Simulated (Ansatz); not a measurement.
## Pt(111) with 4 layers of random Pt-Pd, 2x2: scattering by chemical disorder

Aim: the residual resistivity of a random alloy, from Pt(111) with 4 layers of random Pt-Pd, 2x2 and longer regions.

Main program and level: Ansatz 0.2.0; Ansatz plane-wave DFT, PBE, PAW files; ballistic transport by layer matching (Landauer), zero bias; PAW set soft_1.

### Step 1. The starting structure

The cell holds 40 atoms: 32 Pt and 8 Pd. Its edges and angles: a = 5.546 Å, b = 5.546 Å, c = 22.699 Å, α = 93.5°, β = 86.5°, γ = 120.0°. It derives from Pt. Regions: lead, 24 atoms (24 Pt); scattering region, 16 atoms (8 Pd and 8 Pt). The structure is stacked along c, and the current runs across the ab planes.

### Step 2. With 4 alloy layers

In 4 layers a share of 0.5 of the sites is given to Pd at random. The layers about the cell's end stay perfect and serve as the lead. Disorder leaves little or no symmetry, which makes such runs dear. Energies from -0.05 to 0.05 eV in steps of 0.05 eV are too few for the program's thermal sum, so it prints no conductance; for a metal the transmission near the Fermi level serves, at a fraction of the cost.

File input.yaml:

```yaml
crystal:
  lattice:
    - [5.5462627489, 0.0, 0.0]
    - [-2.7731313745, 4.8032044366, 0.0]
    - [1.3865656872, -0.8005340728, 22.6425228571]
  atoms:
    - { symbol: Pt, position: [0.9916666667, 0.0083333333, 0.05] }
    - { symbol: Pt, position: [0.9916666667, 0.5083333333, 0.05] }
    - { symbol: Pt, position: [0.4916666667, 0.0083333333, 0.05] }
    - { symbol: Pt, position: [0.4916666667, 0.5083333333, 0.05] }
    - { symbol: Pt, position: [0.1416666667, 0.3583333333, 0.15] }
    - { symbol: Pt, position: [0.1416666667, 0.8583333333, 0.15] }
    - { symbol: Pt, position: [0.6416666667, 0.3583333333, 0.15] }
    - { symbol: Pt, position: [0.6416666667, 0.8583333333, 0.15] }
    - { symbol: Pt, position: [0.2916666667, 0.2083333333, 0.25] }
    - { symbol: Pt, position: [0.2916666667, 0.7083333333, 0.25] }
    - { symbol: Pt, position: [0.7916666667, 0.2083333333, 0.25] }
    - { symbol: Pt, position: [0.7916666667, 0.7083333333, 0.25] }
    - { symbol: Pd, position: [0.9416666667, 0.0583333333, 0.35] }
    - { symbol: Pt, position: [0.9416666667, 0.5583333333, 0.35] }
    - { symbol: Pt, position: [0.4416666667, 0.0583333333, 0.35] }
    - { symbol: Pt, position: [0.4416666667, 0.5583333333, 0.35] }
    - { symbol: Pd, position: [0.0916666667, 0.4083333333, 0.45] }
    - { symbol: Pt, position: [0.0916666667, 0.9083333333, 0.45] }
    - { symbol: Pd, position: [0.5916666667, 0.4083333333, 0.45] }
    - { symbol: Pd, position: [0.5916666667, 0.9083333333, 0.45] }
    - { symbol: Pd, position: [0.2416666667, 0.2583333333, 0.55] }
    - { symbol: Pt, position: [0.2416666667, 0.7583333333, 0.55] }
    - { symbol: Pt, position: [0.7416666667, 0.2583333333, 0.55] }
    - { symbol: Pt, position: [0.7416666667, 0.7583333333, 0.55] }
    - { symbol: Pd, position: [0.8916666667, 0.1083333333, 0.65] }
    - { symbol: Pd, position: [0.8916666667, 0.6083333333, 0.65] }
    - { symbol: Pt, position: [0.3916666667, 0.1083333333, 0.65] }
    - { symbol: Pd, position: [0.3916666667, 0.6083333333, 0.65] }
    - { symbol: Pt, position: [0.0416666667, 0.4583333333, 0.75] }
    - { symbol: Pt, position: [0.0416666667, 0.9583333333, 0.75] }
    - { symbol: Pt, position: [0.5416666667, 0.4583333333, 0.75] }
    - { symbol: Pt, position: [0.5416666667, 0.9583333333, 0.75] }
    - { symbol: Pt, position: [0.1916666667, 0.3083333333, 0.85] }
    - { symbol: Pt, position: [0.1916666667, 0.8083333333, 0.85] }
    - { symbol: Pt, position: [0.6916666667, 0.3083333333, 0.85] }
    - { symbol: Pt, position: [0.6916666667, 0.8083333333, 0.85] }
    - { symbol: Pt, position: [0.8416666667, 0.1583333333, 0.95] }
    - { symbol: Pt, position: [0.8416666667, 0.6583333333, 0.95] }
    - { symbol: Pt, position: [0.3416666667, 0.1583333333, 0.95] }
    - { symbol: Pt, position: [0.3416666667, 0.6583333333, 0.95] }
kpoints:
  mp_grid: { grid: [5, 5, 1] }
hamiltonian:
  xc: pbe
  pseudopotentials: { kind: paw, azcp: { folder: soft_1 } }
scf:
  occupations: { method: fermi_dirac, width: 0.1 }
output:
  transmission:
    leads: [[0, 4]]
    kmesh: [10, 10]
    e_range: [-0.05, 0.05]
    de: 0.05
  write_potential: true
  write_density: true
  volumetric_format: npy
```

Run with:

```sh
$ ansatz run input.yaml --threads 4 --pin off --max-ram 15360MiB --backend cpu --events-out ev --progress --plain --runs-dir out
```

Numbers of over 12 decimals in the logs are rounded to 6 here.

What it wrote:

```text
Engine: ansatz 0.2.0, aarch64-unknown-linux-gnu
Pseudopotentials: kind: paw
Pseudopotential: Pt, paw, valence charge 18, recommended cutoff 420 eV (normal), soft_1/Pt.paw.azcp
Pseudopotential: Pd, paw, valence charge 18, recommended cutoff 420 eV (normal), soft_1/Pd.paw.azcp
Functional definition: PBE
  parameter kappa = 0.804
  parameter beta = 0.066725
  exchange = pbe_x(kappa = kappa, mu = beta*pi^2/3)
  correlation = pbe_c(beta = beta)
Crystal: 40 atoms, lattice volume = 603.193 Å³
Basis set: ecut = 420 eV, 11827 PW (Γ)
Bands: 432, of which v1, the nominal top of the filled ones, is band 360 counted from 1 (359 counted from 0)
Symmetry: 1 space group operations
Space group: P1 (ITA 1), of the structure as read, at distance tolerance 8.4e-5 Å
k-points: 13 of 25 (time reversal used)
Non-local potential: Pt, projectors of the file, l = 0: 3, l = 1: 2, l = 2: 2, l = 3: 1
Non-local potential: Pd, projectors of the file, l = 0: 2, l = 1: 2, l = 2: 2, l = 3: 1
PAW form: soft (Blöchl's): semilocal exchange-correlation on the pseudo side does not see the compensation charge
PAW one-centre angular grid: Pt, 590 points (default); XC on 64 Gauss nodes
PAW one-centre angular grid: Pd, 590 points (default); XC on 64 Gauss nodes
Initial density: superposition of atomic densities (chi_scale 0.1, normalization cell, long waves of neutral atoms (reshape's long-wave potential 2.11 eV rms, cloud 2.75 Å wide))
Initial wavefunctions: pseudopotential atomic-orbital guess
Functional: x = pbe(κ = 0.804, μ = 0.219515), c = pbe(β = 0.066725)
SCF iter   1: F=—  HF=-456601.822460 eV  |F-HF|=—  |Δ(HF+E_count)|=         —  Δρ=1.61e-1  dr2=1.20e3  ethr=3.10e-3  ⟨swp⟩=4.2  Hψ=16493  notcnv=0  defer=210
preconditioner: auto → Kerker (q_TF=auto, 2.810 Å⁻¹)  [metal: Δε(μ)=0.003 eV  Ē_g=8.507 eV  σ=0.100 eV  W_gap=0.01  n_scr=246 (ndim 8)  ℏωp=30.2 eV  f_vac=0.000  D(μ)=50.32/eV (n_scr^D=604)]
SCF iter   2: F=—  HF=-456581.222697 eV  |F-HF|=—  |Δ(HF+E_count)|=    2.06e1  Δρ=7.36e-2  dr2=2.55e2  ethr=3.10e-3  ⟨swp⟩=2.3  Hψ=9639  notcnv=0  defer=503
SCF iter   3: F=—  HF=-456575.026654 eV  |F-HF|=—  |Δ(HF+E_count)|=    6.20e0  Δρ=1.41e-2  dr2=1.78e0  ethr=3.10e-3  ⟨swp⟩=2.2  Hψ=8208  notcnv=0  defer=503
SCF iter   4: F=—  HF=-456574.867888 eV  |F-HF|=—  |Δ(HF+E_count)|=   1.59e-1  Δρ=5.40e-3  dr2=3.01e0  ethr=2.47e-4  ⟨swp⟩=2.2  Hψ=9058  notcnv=0  defer=502
SCF iter   5: F=—  HF=-456574.846542 eV  |F-HF|=—  |Δ(HF+E_count)|=   2.13e-2  Δρ=1.55e-3  dr2=2.88e-1  ethr=2.47e-4  ⟨swp⟩=1.0  Hψ=5105  notcnv=0  defer=502
SCF iter   6: F=—  HF=-456574.843313 eV  |F-HF|=—  |Δ(HF+E_count)|=   3.23e-3  Δρ=4.89e-4  dr2=6.21e-3  ethr=4.00e-5  ⟨swp⟩=1.0  Hψ=5105  notcnv=0  defer=502
SCF iter   7: F=—  HF=-456574.842931 eV  |F-HF|=—  |Δ(HF+E_count)|=   3.82e-4  Δρ=1.90e-4  dr2=1.03e-3  ethr=8.63e-7  ⟨swp⟩=2.0  Hψ=5154  notcnv=0  defer=502
SCF iter   8: F=—  HF=-456574.842919 eV  |F-HF|=—  |Δ(HF+E_count)|=   1.19e-5  Δρ=5.26e-5  dr2=6.88e-5  ethr=1.43e-7  ⟨swp⟩=1.0  Hψ=5105  notcnv=0  defer=502
SCF iter   9: F=—  HF=-456574.841833 eV  |F-HF|=—  |Δ(HF+E_count)|=   1.09e-3  Δρ=1.27e-5  dr2=4.63e-6  ethr=9.55e-9  ⟨swp⟩=1.0  Hψ=5228  notcnv=0  defer=502
SCF iter  10: F=—  HF=-456574.841833 eV  |F-HF|=—  |Δ(HF+E_count)|=   1.96e-8  Δρ=4.50e-6  dr2=6.52e-7  ethr=6.43e-10  ⟨swp⟩=1.2  Hψ=5119  notcnv=0  defer=502
SCF iter  11: F=-456574.841833 eV  HF=-456574.841833 eV  |F-HF|=1.34e-8  |Δ(HF+E_count)|=   8.32e-9  Δρ=9.38e-7  dr2=1.56e-8  ethr=1.39e-11  ⟨swp⟩=8.2  Hψ=17106  notcnv=0
SCF 1 converged in 11 iterations: F = -456574.841833 eV  dr2 = 1.56e-8
  greatest PAW one-centre occupation: 1.000 electrons in one spin orbital (limit 2), on the Pt atom at site 9 (counted from 0), in its partial waves of l = 0
transmission: 208 of 2080 steps passed
transmission: 416 of 2080 steps passed
[...]
transmission: 2080 of 2080 steps passed
SCF converged after 11 iterations
Free energy (F): -456574.841833 eV
Harris-Foulkes:  -456574.841833 eV  (|F-HF|=1.34e-8)
Internal energy: -456572.616104 eV  (E = F + TS)
E sigma→0 (E₀):  -456573.728969 eV
Entropy (-TS):   -2.225729 eV (-55.643 meV/atom)
Fermi energy:    22.551124 eV
--- Per-component energies (eV) ---
  E_band       = -5300.081652
  E_kinetic    = 22699.081369
  E_local      = -60490.569252  (includes V_loc(G=0)·N_el)
  E_nonlocal   = 9489.477294
  E_hartree    = 23334.854745
  E_xc         = -8550.164488
  E_vxc        = -10096.354996  (∫ρ·V_xc dr)
  E_paw        = -333969.679512  (= ΣΔE_a)
  E_vpaw       = -13571.459439  (= ΣTr[D̂ρ^β])
  E_aug_tail   = 0.037535  (compensation charges beyond the density's cutoff)
  E_ewald      = -109085.653796
  E_smearing   = -2.225729  (= −TS)
  E_closure    = 0.000000  (closes the sum)
  Σ components = -456574.841833   (vs F -456574.841833, Δ=0.00e0)
--- Band table (eV; the first three rows and the last of 13) ---
  k-point 0: bands = [... 356 lower, 22.7008, 22.7154, 22.7342, 22.7575, 22.7690, 22.7854, 22.8306, 22.8638, ... 68 higher]
  k-point 1: bands = [... 356 lower, 22.5106, 22.5294, 22.5382, 22.5652, 22.5919, 22.6054, 22.6120, 22.7348, ... 68 higher]
  k-point 2: bands = [... 356 lower, 22.4274, 22.4585, 22.5386, 22.5852, 22.6083, 22.6330, 22.6521, 22.6626, ... 68 higher]
  k-point 12: bands = [... 356 lower, 22.4178, 22.4387, 22.5444, 22.5560, 22.5910, 22.6107, 22.6267, 22.6592, ... 68 higher]
--- Transmission ---
  basis      : 241 plane waves across, 40 finite elements along
  points     : 52, standing for a mesh of 10 x 10
  energies   : 3 from -0.050000 to 0.050000 eV about the Fermi level, 0.050000 eV apart; the leads are filled to 0.000000 eV, and channels, transmission and decay are at 0.000000 eV
  crystal 0  : Pt4, at the sites [0, 4], period 2.2643 Å, over 13.59 Å; its Hamiltonian steps by up to 12.7 meV
    offset         : up to 0.0000 Å between an atom of the period and one for which it stands
    channels       : 6.770000e0 a spin
    conductance    : none, the energies end too early or step too widely for 300 K: set another output.transmission.e_range or a lower de, or, where they end at an eighth of basis.ecutwfc, a higher one
  junction   : crystal 0 to crystal 0, 0.70 to 21.08 Å
    transmission   : 4.812826e0 a spin
    conductance    : none, the energies end too early or step too widely for 300 K: set another output.transmission.e_range or a lower de, or, where they end at an eighth of basis.ecutwfc, a higher one
```

The job ended after 11 min (4 threads of Arm Neoverse V1, shared host; peak memory 5.7 GiB; 41 min of CPU time).

The column dr2 measures how far the density is from self-consistency, as an energy; F and HF (Harris–Foulkes) agree once it is small.

This step gave:

```
free energy                                    : -456574.8418 eV
energy at zero smearing                        : -456573.7290 eV
Fermi energy                                   : 22.55 eV
cell area                                      : 26.64 Å²
transmission per spin nearest the Fermi level  : 4.813
open channels per spin nearest the Fermi level : 6.77
step of the lead's potential                   : 12.7 meV
```

Per spin. Transmission, zone mean against energy, zero at the Fermi level:

| energy (eV) | transmission, zone mean |
| --- | --- |
| -0.0500 | 5.30 |
| 0.0000 | 4.81 |
| 0.0500 | 4.41 |

Per spin. The open channels, zone mean, lead by energy, zero at the Fermi level:

| energy (eV) | open channels, zone mean, lead |
| --- | --- |
| -0.0500 | 7.28 |
| 0.0000 | 6.77 |
| 0.0500 | 6.21 |

Transmission over k1 and k2. At 0.0000 eV from the Fermi level.

Ten even steps from '_' (2.91) to '@' (6.88):
```
####======##%%____..
..==##==++%%==______
..--==%%..@@++--____
%%==++..==++..++==%%
##%%%%@@++..++@@%%%%
%%%%==++..++==..++==
..____--++@@..%%==--
..______==%%++==##==
##..____%%##======##
**##::::%%##%%::::##
```
Columns: k1 (b1) from -0.5 to 0.4; rows upwards: k2 (b2) from -0.5 to 0.4.

Open channels over k1 and k2. At 0.0000 eV from the Fermi level.

Values, 10 rows by 10 columns:
```
10.0  8.0  6.0  6.0  6.0  8.0 10.0  4.0  3.0  4.0
 5.0  6.0  8.0  7.0  7.0  8.0  6.0  5.0  3.0  3.0
 5.0  6.0  7.0  9.0  4.0  9.0  7.0  6.0  5.0  4.0
10.0  6.0  7.0  4.0  9.0  9.0  4.0  7.0  6.0 10.0
10.0  8.0  8.0  9.0  9.0  5.0  9.0  9.0  8.0  8.0
10.0 10.0  6.0  7.0  4.0  9.0  9.0  4.0  7.0  6.0
 5.0  4.0  5.0  6.0  7.0  9.0  4.0  9.0  7.0  6.0
 5.0  3.0  3.0  5.0  6.0  8.0  7.0  7.0  8.0  6.0
10.0  4.0  3.0  4.0 10.0  8.0  6.0  6.0  6.0  8.0
10.0 10.0  5.0  5.0 10.0 10.0 10.0  5.0  5.0 10.0
```
Columns: k1 (b1) from -0.5 to 0.4; rows upwards: k2 (b2) from -0.5 to 0.4.

Over the solved energies the transmission per spin lies between 4.41 and 5.30, out of 6.75 channels of the lead on average (up to 7.28).

### Step 3. With 8 alloy layers

In 8 layers a share of 0.5 of the sites is given to Pd at random. A fresh draw is used; the growth of the resistance with length is what counts.

System of this step: Pt(111) with 8 layers of random Pt-Pd, 2x2. The cell holds 56 atoms: 40 Pt and 16 Pd. Cell: a = 5.546 Å, b = 5.546 Å, c = 31.740 Å, α = 87.5°, β = 92.5°, γ = 120.0°. It derives from Pt. Regions: lead, 24 atoms (24 Pt); scattering region, 32 atoms (16 Pt and 16 Pd). The structure is stacked along c, and the current runs across the ab planes.

File input.yaml:

```yaml
crystal:
  lattice:
    - [5.5462627489, 0.0, 0.0]
    - [-2.7731313745, 4.8032044366, 0.0]
    - [-1.3865656872, 0.8005340728, 31.6995319999]
  atoms:
    - { symbol: Pt, position: [0.005952381, 0.994047619, 0.0357142857] }
    - { symbol: Pt, position: [0.005952381, 0.494047619, 0.0357142857] }
    - { symbol: Pt, position: [0.505952381, 0.994047619, 0.0357142857] }
    - { symbol: Pt, position: [0.505952381, 0.494047619, 0.0357142857] }
    - { symbol: Pt, position: [0.1845238095, 0.3154761905, 0.1071428571] }
    - { symbol: Pt, position: [0.1845238095, 0.8154761905, 0.1071428571] }
    - { symbol: Pt, position: [0.6845238095, 0.3154761905, 0.1071428571] }
    - { symbol: Pt, position: [0.6845238095, 0.8154761905, 0.1071428571] }
    - { symbol: Pt, position: [0.3630952381, 0.1369047619, 0.1785714286] }
    - { symbol: Pt, position: [0.3630952381, 0.6369047619, 0.1785714286] }
    - { symbol: Pt, position: [0.8630952381, 0.1369047619, 0.1785714286] }
    - { symbol: Pt, position: [0.8630952381, 0.6369047619, 0.1785714286] }
    - { symbol: Pt, position: [0.0416666667, 0.9583333333, 0.25] }
    - { symbol: Pt, position: [0.0416666667, 0.4583333333, 0.25] }
    - { symbol: Pt, position: [0.5416666667, 0.9583333333, 0.25] }
    - { symbol: Pd, position: [0.5416666667, 0.4583333333, 0.25] }
    - { symbol: Pd, position: [0.2202380952, 0.2797619048, 0.3214285714] }
    - { symbol: Pt, position: [0.2202380952, 0.7797619048, 0.3214285714] }
    - { symbol: Pd, position: [0.7202380952, 0.2797619048, 0.3214285714] }
    - { symbol: Pt, position: [0.7202380952, 0.7797619048, 0.3214285714] }
    - { symbol: Pd, position: [0.3988095238, 0.1011904762, 0.3928571429] }
    - { symbol: Pd, position: [0.3988095238, 0.6011904762, 0.3928571429] }
    - { symbol: Pt, position: [0.8988095238, 0.1011904762, 0.3928571429] }
    - { symbol: Pd, position: [0.8988095238, 0.6011904762, 0.3928571429] }
    - { symbol: Pt, position: [0.0773809524, 0.9226190476, 0.4642857143] }
    - { symbol: Pt, position: [0.0773809524, 0.4226190476, 0.4642857143] }
    - { symbol: Pt, position: [0.5773809524, 0.9226190476, 0.4642857143] }
    - { symbol: Pd, position: [0.5773809524, 0.4226190476, 0.4642857143] }
    - { symbol: Pd, position: [0.255952381, 0.244047619, 0.5357142857] }
    - { symbol: Pd, position: [0.255952381, 0.744047619, 0.5357142857] }
    - { symbol: Pd, position: [0.755952381, 0.244047619, 0.5357142857] }
    - { symbol: Pd, position: [0.755952381, 0.744047619, 0.5357142857] }
    - { symbol: Pt, position: [0.4345238095, 0.0654761905, 0.6071428571] }
    - { symbol: Pt, position: [0.4345238095, 0.5654761905, 0.6071428571] }
    - { symbol: Pd, position: [0.9345238095, 0.0654761905, 0.6071428571] }
    - { symbol: Pd, position: [0.9345238095, 0.5654761905, 0.6071428571] }
    - { symbol: Pd, position: [0.1130952381, 0.8869047619, 0.6785714286] }
    - { symbol: Pt, position: [0.1130952381, 0.3869047619, 0.6785714286] }
    - { symbol: Pt, position: [0.6130952381, 0.8869047619, 0.6785714286] }
    - { symbol: Pt, position: [0.6130952381, 0.3869047619, 0.6785714286] }
    - { symbol: Pt, position: [0.2916666667, 0.2083333333, 0.75] }
    - { symbol: Pt, position: [0.2916666667, 0.7083333333, 0.75] }
    - { symbol: Pd, position: [0.7916666667, 0.2083333333, 0.75] }
    - { symbol: Pd, position: [0.7916666667, 0.7083333333, 0.75] }
    - { symbol: Pt, position: [0.4702380952, 0.0297619048, 0.8214285714] }
    - { symbol: Pt, position: [0.4702380952, 0.5297619048, 0.8214285714] }
    - { symbol: Pt, position: [0.9702380952, 0.0297619048, 0.8214285714] }
    - { symbol: Pt, position: [0.9702380952, 0.5297619048, 0.8214285714] }
    - { symbol: Pt, position: [0.1488095238, 0.8511904762, 0.8928571429] }
    - { symbol: Pt, position: [0.1488095238, 0.3511904762, 0.8928571429] }
    - { symbol: Pt, position: [0.6488095238, 0.8511904762, 0.8928571429] }
    - { symbol: Pt, position: [0.6488095238, 0.3511904762, 0.8928571429] }
    - { symbol: Pt, position: [0.3273809524, 0.1726190476, 0.9642857143] }
    - { symbol: Pt, position: [0.3273809524, 0.6726190476, 0.9642857143] }
    - { symbol: Pt, position: [0.8273809524, 0.1726190476, 0.9642857143] }
    - { symbol: Pt, position: [0.8273809524, 0.6726190476, 0.9642857143] }
kpoints:
  mp_grid: { grid: [5, 5, 1] }
hamiltonian:
  xc: pbe
  pseudopotentials: { kind: paw, azcp: { folder: soft_1 } }
scf:
  occupations: { method: fermi_dirac, width: 0.1 }
output:
  transmission:
    leads: [[0, 4]]
    kmesh: [10, 10]
    e_range: [-0.05, 0.05]
    de: 0.05
  write_potential: true
  write_density: true
  volumetric_format: npy
```

What it wrote:

```text
[...]
Crystal: 56 atoms, lattice volume = 844.470 Å³
Basis set: ecut = 420 eV, 16521 PW (Γ)
Bands: 605, of which v1, the nominal top of the filled ones, is band 504 counted from 1 (503 counted from 0)
Symmetry: 1 space group operations
[...]
k-points: 13 of 25 (time reversal used)
[...]
SCF iter   1: F=—  HF=-612601.113851 eV  |F-HF|=—  |Δ(HF+E_count)|=         —  Δρ=1.70e-1  dr2=3.63e3  ethr=3.10e-3  ⟨swp⟩=4.0  Hψ=23112  notcnv=0  defer=275
[...]
SCF iter  12: F=-612556.559794 eV  HF=-612556.559794 eV  |F-HF|=1.27e-8  |Δ(HF+E_count)|=   6.05e-9  Δρ=5.24e-7  dr2=1.30e-8  ethr=9.92e-12  ⟨swp⟩=8.1  Hψ=24377  notcnv=0
SCF 1 converged in 12 iterations: F = -612556.559794 eV  dr2 = 1.30e-8
[...]
transmission: 300 of 2964 steps passed
transmission: 594 of 2964 steps passed
[...]
transmission: 2964 of 2964 steps passed
SCF converged after 12 iterations
Free energy (F): -612556.559794 eV
[...]
Internal energy: -612553.442596 eV  (E = F + TS)
E sigma→0 (E₀):  -612555.001195 eV
Entropy (-TS):   -3.117197 eV (-55.664 meV/atom)
Fermi energy:    22.174486 eV
[...]
--- Band table (eV; the first three rows and the last of 13) ---
  k-point 0: bands = [... 500 lower, 22.3733, 22.3765, 22.3795, 22.3925, 22.4062, 22.4221, 22.4305, 22.4419, ... 97 higher]
  k-point 1: bands = [... 500 lower, 22.1410, 22.1574, 22.1766, 22.1934, 22.2057, 22.2339, 22.2632, 22.2974, ... 97 higher]
  k-point 2: bands = [... 500 lower, 22.1406, 22.1585, 22.1800, 22.2115, 22.2275, 22.2458, 22.2548, 22.2693, ... 97 higher]
  k-point 12: bands = [... 500 lower, 22.0877, 22.1114, 22.1270, 22.1362, 22.1500, 22.1673, 22.1888, 22.2159, ... 97 higher]
--- Transmission ---
  basis      : 241 plane waves across, 57 finite elements along
  points     : 52, standing for a mesh of 10 x 10
[...]
channels       : 6.890000e0 a spin
[...]
junction   : crystal 0 to crystal 0, 0.70 to 30.13 Å
    transmission   : 4.096843e0 a spin
[...]
```

Elapsed: 20 min, on 4 threads; peak memory 9.7 GiB.

This step gave:

| Property | Result |
| --- | --- |
| free energy | -612556.5598 eV |
| energy at zero smearing | -612555.0012 eV |
| Fermi energy | 22.17 eV |
| transmission per spin nearest the Fermi level | 4.097 |
| open channels per spin nearest the Fermi level | 6.89 |
| step of the lead's potential | 9.7 meV |

Per spin. Table of transmission, zone mean by energy, zero at the Fermi level:

| energy (eV) | transmission, zone mean |
| --- | --- |
| -0.0500 | 4.44 |
| 0.0000 | 4.10 |
| 0.0500 | 3.71 |

Over the solved energies the transmission per spin lies between 3.71 and 4.44, out of 6.75 channels of the lead on average (up to 7.14).

(Part 1 of 2 ends here.)

[Logs are printed without paths, hosts, clocks, repeated set-up lines and the standing remarks that a program may print on its own settings, such as how far it seeks lower states.]

[Hosts, paths, dates, database ids (printed as entryN), source tags and the programs' standing remarks are cut or masked in the printed files.]
